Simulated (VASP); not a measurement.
# ThSO: phonons from a supercell, part 3 of 4

How does the lattice of ThSO vibrate? The start is a cell from a database of measured crystal structures.

VASP 6.6.1; PBEsol; plane waves and PAW (Th, S, O).

So far. Step 2 (Relax the host): The run ended after 6 ionic steps, 0.029 eV below its first step, once the forces on the free atoms met EDIFFG = -0.02. Step 3 (Tight relaxation): The run ended after 3 ionic steps, 0.000 eV below its first step, once the forces on the free atoms met EDIFFG = -0.002.

### Step 4. Born charges and dielectric tensor

In a polar insulator long-range dipole fields split longitudinal from transverse optical modes; these two tensors supply that term.

Input file INCAR:

```
SYSTEM = ThSO
PREC = Accurate
ENCUT = 480
EDIFF = 1E-08
NELM = 120
ISMEAR = 0
SIGMA = 0.05
LREAL = .FALSE.
ALGO = Normal
GGA = PS
NBANDS = 30
LASPH = .TRUE.
LWAVE = .FALSE.
LCHARG = .FALSE.
KPAR = 2
LEPSILON = .TRUE.
```

Input file POSCAR:

```
ThSO
1.0
    3.9606795921      0.0000000000      0.0000000000
    0.0000000000      3.9606795921      0.0000000000
    0.0000000000      0.0000000000      6.7539067526
Th S O
2 2 2
Direct
    0.0000000000      0.5000000000      0.1993947076
    0.5000000000      0.0000000000      0.8006052924
    0.0000000000      0.5000000000      0.6384041379
    0.5000000000      0.0000000000      0.3615958621
    0.0000000000      0.0000000000      0.0000000000
    0.5000000000      0.5000000000      0.0000000000
```

Input file KPOINTS:

```
Automatic mesh
0
Gamma
7 7 4
0 0 0
```

PAW data sets: Th, S and O (PBE family, release 64).

Started as:

```console
mpirun -np 8 vasp_std
```

Output:

```text
[banner, memory and clock lines left out]
running    8 mpi-ranks, on    1 nodes
 distrk:  each k-point on    4 cores,    2 groups
 distr:  one band on    1 cores,    4 groups

 POSCAR found type information on POSCAR ThS O
 POSCAR found :  3 types and       6 ions
|                                                                             |
|           W    W    AA    RRRRR   N    N  II  N    N   GGGG   !!!           |
|           W    W   A  A   R    R  NN   N  II  NN   N  G    G  !!!           |
|           W    W  A    A  R    R  N N  N  II  N N  N  G       !!!           |
|           W WW W  AAAAAA  RRRRR   N  N N  II  N  N N  G  GGG   !            |
|           WW  WW  A    A  R   R   N   NN  II  N   NN  G    G                |
|           W    W  A    A  R    R  N    N  II  N    N   GGGG   !!!           |
|                                                                             |
|     For optimal performance we recommend to set                             |
|       NCORE = 2 up to number-of-cores-per-socket                            |
|     NCORE specifies how many cores store one orbital (NPAR=cpu/NCORE).      |
|     This setting can greatly improve the performance of VASP for DFT.       |
|     The default, NCORE=1 might be grossly inefficient on modern             |
|     multi-core architectures or massively parallel machines. Do your        |
|     Unfortunately you need to use the default for GW and RPA                |
|     calculations (for HF NCORE is supported but not extensively tested      |
|     yet).                                                                   |
|                                                                             |

 [... a notice as in an earlier step ...]

 LDA part: xc-table for (Slater+PW92), standard interpolation
|                                                                             |
|           W    W    AA    RRRRR   N    N  II  N    N   GGGG   !!!           |
|           W    W   A  A   R    R  NN   N  II  NN   N  G    G  !!!           |
|           W    W  A    A  R    R  N N  N  II  N N  N  G       !!!           |
|           W WW W  AAAAAA  RRRRR   N  N N  II  N  N N  G  GGG   !            |
|           WW  WW  A    A  R   R   N   NN  II  N   NN  G    G                |
|           W    W  A    A  R    R  N    N  II  N    N   GGGG   !!!           |
|                                                                             |
|     The number of bands has been changed from the values supplied in        |
|     The orbitals not found in the WAVECAR file will be initialized with     |
|     random numbers, which is usually adequate. For correlated               |
|     calculations, however, you should redo the groundstate calculation.     |
|     I found NBANDS = 30. Now, NBANDS = 32.                                  |
|                                                                             |

 POSCAR, INCAR and KPOINTS ok, starting setup
 FFT: planning ... GRIDC
 FFT: planning ... GRID_SOFT
 FFT: planning ... GRID
 WAVECAR not read
 entering main loop
       N       E                     dE             d eps       ncg     rms          rms(c)
DAV:   1     0.501238577613E+03    0.50124E+03   -0.19552E+04  1920   0.134E+03
DAV:   2     0.166934554671E+02   -0.48455E+03   -0.47128E+03  2504   0.349E+02
DAV:   3    -0.582039271072E+02   -0.74897E+02   -0.73378E+02  3184   0.133E+02
DAV:   4    -0.607491958543E+02   -0.25453E+01   -0.25374E+01  2768   0.275E+01
DAV:   5    -0.608706853296E+02   -0.12149E+00   -0.12145E+00  3320   0.511E+00    0.510E+01
DAV:   6    -0.538530989276E+02    0.70176E+01   -0.36844E+01  2408   0.314E+01    0.420E+01
DAV:   7    -0.540494177064E+02   -0.19632E+00   -0.77183E+00  2728   0.159E+01    0.282E+01
DAV:   8    -0.543182831590E+02   -0.26887E+00   -0.32852E+00  2336   0.930E+00    0.106E+01
DAV:   9    -0.540688180160E+02    0.24947E+00   -0.27217E+00  2400   0.835E+00    0.248E+00
DAV:  10    -0.540625569866E+02    0.62610E-02   -0.18711E-01  2512   0.273E+00    0.192E+00
DAV:  11    -0.540555092969E+02    0.70477E-02   -0.35256E-02  2664   0.971E-01    0.676E-01
DAV:  12    -0.540537612083E+02    0.17481E-02   -0.17050E-02  2672   0.674E-01    0.713E-01
DAV:  13    -0.540538382219E+02   -0.77014E-04   -0.34299E-03  3016   0.284E-01    0.460E-01
DAV:  14    -0.540537077415E+02    0.13048E-03   -0.59070E-04  2848   0.137E-01    0.211E-01
DAV:  15    -0.540537159782E+02   -0.82367E-05   -0.36477E-05  2680   0.357E-02    0.943E-02
DAV:  16    -0.540537027786E+02    0.13200E-04   -0.13799E-05  2728   0.200E-02    0.110E-01
DAV:  17    -0.540536933439E+02    0.94347E-05   -0.38838E-05  2608   0.301E-02    0.401E-02
DAV:  18    -0.540536927031E+02    0.64077E-06   -0.62604E-06  2920   0.125E-02    0.104E-02
DAV:  19    -0.540536927317E+02   -0.28554E-07   -0.35285E-07  3104   0.285E-03    0.101E-02
DAV:  20    -0.540536926582E+02    0.73463E-07   -0.22686E-07  2872   0.232E-03    0.364E-03
DAV:  21    -0.540536926476E+02    0.10686E-07   -0.35830E-08  2384   0.904E-04    0.702E-04
DAV:  22    -0.540536926407E+02    0.68731E-08   -0.98769E-09  1736   0.555E-04
   1 F= -.54053693E+02 E0= -.54053693E+02  d E =-.106155E-18
 Linear response reoptimize wavefunctions to high precision
DAV:   1    -0.540536926394E+02    0.12469E-08   -0.49825E-09  1840   0.402E-04
DAV:   2    -0.540536926396E+02   -0.19554E-09   -0.11307E-09  1680   0.233E-04
DAV:   3    -0.540536926396E+02    0.74579E-10   -0.52540E-10  1656   0.136E-04
 Linear response G [H, r] |phi>, progress :
  Direction:   1
       N       E                     dE             d eps       ncg     rms
RMM:   1    -0.144340231900E+03   -0.14434E+03    0.19862E+03  4599   0.161E+02
RMM:   2    -0.160897014150E+03   -0.16557E+02   -0.93533E+01  3821   0.437E+01
RMM:   3    -0.165074449697E+03   -0.41774E+01   -0.22744E+01  4375   0.129E+01
RMM:   4    -0.165833395354E+03   -0.75895E+00   -0.47632E+00  4763   0.558E+00
RMM:   5    -0.166036964251E+03   -0.20357E+00   -0.15930E+00  4759   0.270E+00
RMM:   6    -0.166087145620E+03   -0.50181E-01   -0.70723E-01  4854   0.139E+00
RMM:   7    -0.166102721214E+03   -0.15576E-01   -0.23351E-01  4940   0.795E-01
RMM:   8    -0.166107755758E+03   -0.50345E-02   -0.14583E-01  5001   0.459E-01
RMM:   9    -0.166110361833E+03   -0.26061E-02   -0.33181E-02  4947   0.287E-01
RMM:  10    -0.166111479952E+03   -0.11181E-02   -0.80997E-02  4881   0.188E-01
RMM:  11    -0.166111942594E+03   -0.46264E-03   -0.19039E-03  4783   0.136E-01
RMM:  12    -0.166112243660E+03   -0.30107E-03   -0.31043E-02  4738   0.103E-01
RMM:  13    -0.166112313306E+03   -0.69646E-04    0.13077E-03  4615   0.836E-02
[...]
RMM:  34    -0.206528081391E+01   -0.30761E-06   -0.48009E-06  6705   0.323E-03    0.169E-05
RMM:  35    -0.206528109434E+01   -0.28043E-06   -0.47622E-06  6744   0.323E-03    0.500E-06
 change of polarisation eV/A/(eV/A) component  1 :     3.893    -0.199    -0.054
 dielectric tensor                  component  1 :     7.650    -0.339    -0.092
 Linear response to external field, progress :
  Direction:   2
       N       E                     dE             d eps       ncg     rms          rms(c)
RMM:   1    -0.197627866239E+01   -0.19763E+01   -0.90396E+00  6111   0.681E+00
RMM:   2    -0.204699779780E+01   -0.70719E-01   -0.37302E-01  6147   0.224E+00    0.310E+00
RMM:   3    -0.197221846723E+01    0.74779E-01   -0.31633E-01  6835   0.166E+00    0.183E+00
RMM:   4    -0.202278862826E+01   -0.50570E-01   -0.16438E-01  6920   0.129E+00    0.542E-01
RMM:   5    -0.205398249107E+01   -0.31194E-01   -0.38814E-02  7435   0.545E-01    0.147E-01
RMM:   6    -0.205900314747E+01   -0.50207E-02   -0.14578E-02  7818   0.234E-01    0.171E-01
RMM:   7    -0.205893890473E+01    0.64243E-04   -0.50159E-03  7732   0.104E-01    0.242E-01
RMM:   8    -0.206248968132E+01   -0.35508E-02   -0.31136E-03  6679   0.119E-01    0.698E-02
RMM:   9    -0.206425991974E+01   -0.17702E-02   -0.18776E-03  7434   0.540E-02    0.275E-02
RMM:  10    -0.206465082750E+01   -0.39091E-03   -0.10737E-03  7746   0.320E-02    0.143E-02
RMM:  11    -0.206501006377E+01   -0.35924E-03   -0.67629E-04  7724   0.199E-02    0.527E-03
RMM:  12    -0.206512452900E+01   -0.11447E-03   -0.42050E-04  7524   0.129E-02    0.392E-03
RMM:  13    -0.206515028220E+01   -0.25753E-04   -0.28397E-04  7737   0.810E-03    0.407E-03
RMM:  14    -0.206518485011E+01   -0.34568E-04   -0.19799E-04  7610   0.582E-03    0.353E-03
RMM:  15    -0.206522056780E+01   -0.35718E-04   -0.13865E-04  7162   0.511E-03    0.151E-03
RMM:  16    -0.206524344655E+01   -0.22879E-04   -0.99075E-05  7538   0.422E-03    0.788E-04
RMM:  17    -0.206526545554E+01   -0.22009E-04   -0.71309E-05  7208   0.386E-03    0.358E-04
RMM:  18    -0.206525918670E+01    0.62688E-05   -0.56391E-05  7348   0.357E-03    0.382E-04
RMM:  19    -0.206526476641E+01   -0.55797E-05   -0.38410E-05  7238   0.342E-03    0.200E-04
RMM:  20    -0.206526803813E+01   -0.32717E-05   -0.31412E-05  7290   0.330E-03    0.164E-04
RMM:  21    -0.206526845846E+01   -0.42034E-06   -0.22050E-05  6807   0.326E-03    0.216E-04
RMM:  22    -0.206526711734E+01    0.13411E-05   -0.19049E-05  6770   0.320E-03    0.344E-04
RMM:  23    -0.206526993156E+01   -0.28142E-05   -0.13692E-05  6962   0.318E-03    0.251E-04
RMM:  24    -0.206527854142E+01   -0.86099E-05   -0.12440E-05  7163   0.319E-03    0.116E-04
RMM:  25    -0.206528090310E+01   -0.23617E-05   -0.96177E-06  6977   0.316E-03    0.207E-04
RMM:  26    -0.206527586791E+01    0.50352E-05   -0.86976E-06  6953   0.315E-03    0.650E-05
RMM:  27    -0.206527718867E+01   -0.13208E-05   -0.72013E-06  6669   0.313E-03    0.163E-05
RMM:  28    -0.206527655893E+01    0.62973E-06   -0.66989E-06  6603   0.313E-03    0.439E-05
RMM:  29    -0.206527700451E+01   -0.44558E-06   -0.59349E-06  6601   0.313E-03    0.288E-05
RMM:  30    -0.206527707217E+01   -0.67656E-07   -0.55113E-06  6559   0.313E-03    0.300E-05
RMM:  31    -0.206527717112E+01   -0.98954E-07   -0.51760E-06  6586   0.313E-03    0.284E-05
RMM:  32    -0.206527756690E+01   -0.39577E-06   -0.49250E-06  6583   0.313E-03    0.167E-05
RMM:  33    -0.206527758672E+01   -0.19825E-07   -0.47761E-06  6584   0.313E-03    0.163E-05
RMM:  34    -0.206527796465E+01   -0.37793E-06   -0.45783E-06  6619   0.313E-03    0.171E-05
RMM:  35    -0.206527827386E+01   -0.30921E-06   -0.45456E-06  6639   0.313E-03    0.277E-05
RMM:  36    -0.206527828760E+01   -0.13738E-07   -0.44561E-06  6619   0.313E-03    0.289E-05
RMM:  37    -0.206527852014E+01   -0.23255E-06   -0.44121E-06  6704   0.313E-03    0.435E-05
RMM:  38    -0.206527846400E+01    0.56141E-07   -0.43491E-06  6660   0.313E-03    0.445E-05
RMM:  39    -0.206527823451E+01    0.22949E-06   -0.43205E-06  6659   0.313E-03    0.361E-05
RMM:  40    -0.206527808809E+01    0.14642E-06   -0.42976E-06  6671   0.313E-03    0.293E-05
RMM:  41    -0.206527792739E+01    0.16070E-06   -0.42754E-06  6667   0.313E-03    0.232E-05
RMM:  42    -0.206527771344E+01    0.21395E-06   -0.42491E-06  6681   0.313E-03    0.145E-05
RMM:  43    -0.206527757807E+01    0.13537E-06   -0.42210E-06  6698   0.313E-03    0.883E-06
 change of polarisation eV/A/(eV/A) component  2 :    -0.197     3.893    -0.015
 dielectric tensor                  component  2 :    -0.336     7.650    -0.025
 Linear response to external field, progress :
  Direction:   3
       N       E                     dE             d eps       ncg     rms          rms(c)
RMM:   1    -0.184282668483E+01   -0.18428E+01   -0.81130E+00  3802   0.671E+00
RMM:   2    -0.188970064366E+01   -0.46874E-01   -0.39086E-01  3715   0.213E+00    0.426E+00
RMM:   3    -0.181496391690E+01    0.74737E-01   -0.31475E-01  4113   0.165E+00    0.180E+00
RMM:   4    -0.184930626652E+01   -0.34342E-01   -0.11362E-01  4379   0.103E+00    0.731E-01
RMM:   5    -0.188393891533E+01   -0.34633E-01   -0.32474E-02  4557   0.467E-01    0.410E-01
RMM:   6    -0.189884904282E+01   -0.14910E-01   -0.92930E-03  4685   0.231E-01    0.153E-01
RMM:   7    -0.189672649877E+01    0.21225E-02   -0.46313E-03  4618   0.138E-01    0.129E-01
RMM:   8    -0.189855269820E+01   -0.18262E-02   -0.25313E-03  4840   0.716E-02    0.331E-02
RMM:   9    -0.189901200336E+01   -0.45931E-03   -0.17698E-03  4927   0.365E-02    0.371E-02
RMM:  10    -0.189924996995E+01   -0.23797E-03   -0.80781E-04  4900   0.195E-02    0.129E-02
RMM:  11    -0.189923651830E+01    0.13452E-04   -0.56647E-04  4864   0.125E-02    0.104E-02
RMM:  12    -0.189925080717E+01   -0.14289E-04   -0.24251E-04  4821   0.822E-03    0.405E-03
RMM:  13    -0.189928746676E+01   -0.36660E-04   -0.23480E-04  4682   0.626E-03    0.930E-04
RMM:  14    -0.189927719349E+01    0.10273E-04   -0.12786E-04  4757   0.487E-03    0.769E-04
RMM:  15    -0.189928657382E+01   -0.93803E-05   -0.11832E-04  4616   0.419E-03    0.458E-04
RMM:  16    -0.189929301795E+01   -0.64441E-05   -0.71607E-05  4661   0.374E-03    0.495E-04
RMM:  17    -0.189929152771E+01    0.14902E-05   -0.51431E-05  4440   0.349E-03    0.688E-04
RMM:  18    -0.189927746588E+01    0.14062E-04   -0.32544E-05  4382   0.340E-03    0.199E-03
RMM:  19    -0.189928821734E+01   -0.10751E-04   -0.20065E-05  4362   0.331E-03    0.115E-03
RMM:  20    -0.189928530785E+01    0.29095E-05   -0.96644E-06  4287   0.319E-03    0.142E-03
RMM:  21    -0.189928783988E+01   -0.25320E-05   -0.10014E-05  4382   0.315E-03    0.128E-03
RMM:  22    -0.189929252099E+01   -0.46811E-05   -0.65882E-06  4416   0.314E-03    0.976E-04
RMM:  23    -0.189929581825E+01   -0.32973E-05   -0.41398E-06  4416   0.312E-03    0.742E-04
RMM:  24    -0.189929956892E+01   -0.37507E-05   -0.36868E-06  4390   0.310E-03    0.532E-04
RMM:  25    -0.189930272887E+01   -0.31600E-05   -0.49660E-07  4404   0.309E-03    0.347E-04
RMM:  26    -0.189930512452E+01   -0.23956E-05   -0.11563E-06  4275   0.308E-03    0.223E-04
RMM:  27    -0.189930742759E+01   -0.23031E-05    0.71481E-07  4327   0.307E-03    0.101E-04
RMM:  28    -0.189930897641E+01   -0.15488E-05    0.21095E-07  4217   0.307E-03    0.270E-05
RMM:  29    -0.189930899439E+01   -0.17980E-07    0.12498E-06  4115   0.306E-03    0.228E-05
RMM:  30    -0.189930891491E+01    0.79487E-07    0.27606E-06  4099   0.306E-03    0.238E-05
RMM:  31    -0.189930881649E+01    0.98411E-07    0.13048E-06  4068   0.306E-03    0.390E-05
RMM:  32    -0.189930914700E+01   -0.33051E-06    0.22707E-06  4052   0.306E-03    0.167E-05
RMM:  33    -0.189930910716E+01    0.39840E-07    0.27915E-06  4041   0.306E-03    0.180E-05
RMM:  34    -0.189930930918E+01   -0.20201E-06    0.17541E-06  4039   0.306E-03    0.150E-05
RMM:  35    -0.189930917876E+01    0.13041E-06    0.28207E-06  4041   0.306E-03    0.161E-05
 change of polarisation eV/A/(eV/A) component  3 :    -0.048     0.026     3.588
 dielectric tensor                  component  3 :    -0.082     0.044     7.127
 Born effective charges drift removed
```

It took 4.1 min on 8 MPI ranks of AMD EPYC 9R45, shared host; peak memory 2.2 GiB; 33 min of CPU time.

Parts of OUTCAR (step 4):

```text
  LATTYP: Found a simple tetragonal cell.
 ALAT       =     3.9606795921
 C/A-ratio  =     1.7052393650

 Found     30 irreducible k-points:

   k-points           NKPTS =     30   k-points in BZ     NKDIM =     30   number of bands    NBANDS=     32

   ENCUT  =  480.0 eV  35.28 Ry    5.94 a.u.   7.08  7.08 12.07*2*pi/ulx,y,z

   NELECT =      48.0000    total number of electrons

  Total       -1.8939522     -1.8939522     -1.8934476      0.0000000      0.0000000      0.0000000
  in kB      -28.6407986    -28.6407986    -28.6331670      0.0000000      0.0000000      0.0000000
  external PRESSURE =     -28.6382548 kB  Pullay stress =       0.0000000 kB

  energy-cutoff  :      480.00
  volume of cell :      105.95
      direct lattice vectors                 reciprocal lattice vectors
     3.960679592  0.000000000  0.000000000     0.252481923  0.000000000  0.000000000
     0.000000000  3.960679592  0.000000000     0.000000000  0.252481923  0.000000000
     0.000000000  0.000000000  6.753906753     0.000000000  0.000000000  0.148062453

 POSITION                                       TOTAL-FORCE (eV/Angst)
 -----------------------------------------------------------------------------------
      0.00000      1.98034      1.34669         0.000000     -0.000000      0.000645
      1.98034      0.00000      5.40721         0.000000      0.000000     -0.000645
      0.00000      1.98034      4.31172         0.000000      0.000000     -0.001243
      1.98034      0.00000      2.44218         0.000000     -0.000000      0.001243
      0.00000      0.00000      0.00000         0.000000      0.000000      0.000000
      1.98034      1.98034      0.00000         0.000000     -0.000000      0.000000
 -----------------------------------------------------------------------------------
    total drift:                                0.000000      0.000000     -0.000000

 MACROSCOPIC STATIC DIELECTRIC TENSOR (including local field effects in DFT)
 ------------------------------------------------------
           7.649759     0.000000    -0.000000
           0.000000     7.649759     0.000000
           0.000000    -0.000000     7.127339
 ------------------------------------------------------

 PIEZOELECTRIC TENSOR (including local field effects)  for field in x, y, z        (C/m^2)
          XX          YY          ZZ          XY          YZ          ZX
  --------------------------------------------------------------------------------
  x     0.00000     0.00000     0.00000     0.00000     0.00000     0.00000
  y     0.00000     0.00000     0.00000     0.00000     0.00000     0.00000
  z     0.00000     0.00000     0.00000     0.00000     0.00000     0.00000

 BORN EFFECTIVE CHARGES (including local field effects) (in |e|, cummulative output)
 ---------------------------------------------------------------------------------
 ion    1
    1     5.83014     0.00000     0.00000
    2     0.00000     5.83014     0.00000
    3     0.00000     0.00000     5.76269
 ion    2
    1     5.83014     0.00000    -0.00000
    2     0.00000     5.83014     0.00000
    3     0.00000     0.00000     5.76269
 ion    3
    1    -2.78539     0.00000     0.00000
    2     0.00000    -2.78539     0.00000
    3     0.00000     0.00000    -2.17918
 ion    4
    1    -2.78539     0.00000    -0.00000
    2     0.00000    -2.78539     0.00000
    3     0.00000     0.00000    -2.17918
 ion    5
    1    -3.04475     0.00000    -0.00000
    2     0.00000    -3.04475     0.00000
    3     0.00000     0.00000    -3.58351
 ion    6
    1    -3.04475     0.00000     0.00000
    2     0.00000    -3.04475     0.00000
    3     0.00000     0.00000    -3.58351

[... 5 parts as in an earlier step ...]

[... 1 further part left out ...]
```

Energies printed during the response cycles are not total energies of the cell. With a direct gap this small, the dielectric response converges slowly with the mesh, so tensor and charges are uncertain; a mesh that holds the point of the least gap tends to give too large a tensor.

This step gave:

| Quantity | Value |
| --- | --- |
| Fermi energy | 6.831 eV |

Electronic dielectric tensor with local fields:

```
7.65 0.00 0.00
0.00 7.65 0.00
0.00 0.00 7.13
```

Born effective charge (e), principal values of the symmetric part by kind of site:

```tsv
atom	atoms with these values	low	middle	high	mean
Th1	2	5.76	5.83	5.83	5.81
S3	2	-2.79	-2.79	-2.18	-2.58
O5	2	-3.58	-3.04	-3.04	-3.22
```

In full for O5:

```
-3.04  0.00  0.00
 0.00 -3.04  0.00
 0.00  0.00 -3.58
```

[end of part 3 of 4]

[Lines on the potential files, build, host, timing and source positions are cut from VASP's logs without a mark.]

[Logs are printed without paths, hosts, clocks, repeated set-up lines and the standing remarks that a program may print on its own settings, such as how far it seeks lower states.]

[Hosts, paths, dates, database ids (printed as entryN), source tags and the programs' standing remarks are cut or masked in the printed files.]

[Runs that stopped without an error message from VASP are left out.]
